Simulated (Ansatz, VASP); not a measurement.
# One calculation of Mg, two programs

File INCAR:

```
PREC = Accurate
ENCUT = 600
EDIFF = 1E-6
ISMEAR = -1
SIGMA = 0.1
LREAL = False
LASPH = True
NELM = 60
ALGO = Normal
ISIF = 3
LWAVE = False
LCHARG = False
GGA = CA
IBRION = 2
NSW = 80
EDIFFG = -0.01
```

The input KPOINTS:

```
regular mesh
0
Gamma
  7 7 10
```

The input POSCAR:

```
Mg
1.0
    5.0827995274      0.0000000000      0.0000000000
   -2.5413997637      4.4018335130      0.0000000000
    0.0000000000      0.0000000000      3.1157561103
Mg
3
Direct
    0.0000000000      0.0000000000      0.0000000000
    0.3333333333      0.6666666667      0.5000000000
    0.6666666667      0.3333333333      0.5000000000
```

Input for Ansatz:

```yaml
crystal:
  lattice:
    - [5.0827995274, 0.0, 0.0]
    - [-2.5413997637, 4.401833513, 0.0]
    - [0.0, 0.0, 3.1157561103]
  atoms:
    - { symbol: Mg, position: [0.0, 0.0, 0.0] }
    - { symbol: Mg, position: [0.3333333333, 0.6666666667, 0.5] }
    - { symbol: Mg, position: [0.6666666667, 0.3333333333, 0.5] }
hamiltonian:
  xc: lda
  pseudopotentials:
    kind: paw
    azcp:
      Mg: "pseudopotentials/Mg.paw.azcp"
basis:
  ecutwfc: 420
  fft_grid_basis: typed
kpoints:
  mp_grid: { grid: [7, 7, 10], shift: [0, 0, 0] }
magnetization:
  spin_polarized: false
scf:
  occupations: { method: fermi_dirac, width: 0.1 }
relax:
  max_steps: 60
  f_tol: 0.01
  cell: {}
```

The cell was built by a generator and needn't be a form met in nature.

Alike in both runs: task relaxation of cell and atoms; functional LDA; k mesh 7 × 7 × 10; occupations fermi-dirac, width 0.1 eV; no spin polarisation.

|  | VASP | Ansatz |
| --- | --- | --- |
| version | VASP 6.6.1 | Ansatz 0.2.0 |
| potentials or method | VASP PAW LDA potentials, release 64 (Mg) | plane waves (420 eV) with PAW, scalar-relativistic |
| plane-wave cutoff (eV) | 600 | 420 |
| valence electrons in the cell | 6 | 30 |

|  | VASP | Ansatz | Ansatz less VASP |
| --- | --- | --- | --- |
| relaxed volume (Å³/atom) | 21.74 | 21.93 | +0.196 |
| relaxed cell length with the largest relative difference (Å) | 3.023 | 3.033 | +0.0100 |
| energy change over the relaxation (meV/atom) | -11 | -8 | +2.7 |

The two sets of potentials don't hold the same shells in valence. Ansatz warned: «pseudo_functional_mismatch».
